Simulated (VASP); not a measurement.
A run of VASP 6.6.1:

Contents of INCAR:

```
SYSTEM = KBr
PREC     = Accurate       ! precision mode
ENCUT    = 600            ! plane-wave cutoff, eV
EDIFF    = 1E-6           ! SCF threshold, eV
ISMEAR   = 0              ! smearing method
SIGMA    = 0.03           ! smearing width, eV
LREAL    = .FALSE.        ! projectors in reciprocal space
LASPH    = .TRUE.         ! aspherical terms in the spheres
NELM     = 80             ! most SCF steps
ALGO     = Normal         ! electronic algorithm
ISIF     = 3              ! what is computed and relaxed
LWAVE    = .FALSE.        ! write WAVECAR
LCHARG   = .FALSE.        ! write CHGCAR
GGA      = PE             ! functional
IBRION   = 2              ! ionic algorithm
NSW      = 90             ! ionic steps
EDIFFG   = -0.01          ! ionic threshold
```

KPOINTS

```
regular mesh
0
G
  8 8 8
  0 0 0
```

File POSCAR:

```
KBr
1.0
    0.0000000000      3.3000000000      3.3000000000
    3.3000000000      0.0000000000      3.3000000000
    3.3000000000      3.3000000000      0.0000000000
K Br
1 1
Direct
    0.0000000000      0.0000000000      0.0000000000
    0.5000000000      0.5000000000      0.5000000000
```

Potentials or basis: VASP PAW PBE potentials, release 64 (K_sv, Br).

The run is started by

```console
$ cat potpaw_PBE.64/K_sv/POTCAR potpaw_PBE.64/Br/POTCAR > POTCAR
$ mpirun -np 1 vasp_std > vasp.out
```

Hardware: 1 thread of Intel(R) Xeon(R) 6975P-C (Granite Rapids) (shared host).

Q: How long does it take, and how much memory?

A: Wall time 43 s on 1 thread of Intel(R) Xeon(R) 6975P-C (Granite Rapids), on a shared host, peak memory 0.26 GiB. Counts: scf iterations 27, k points 29, ion steps 3.
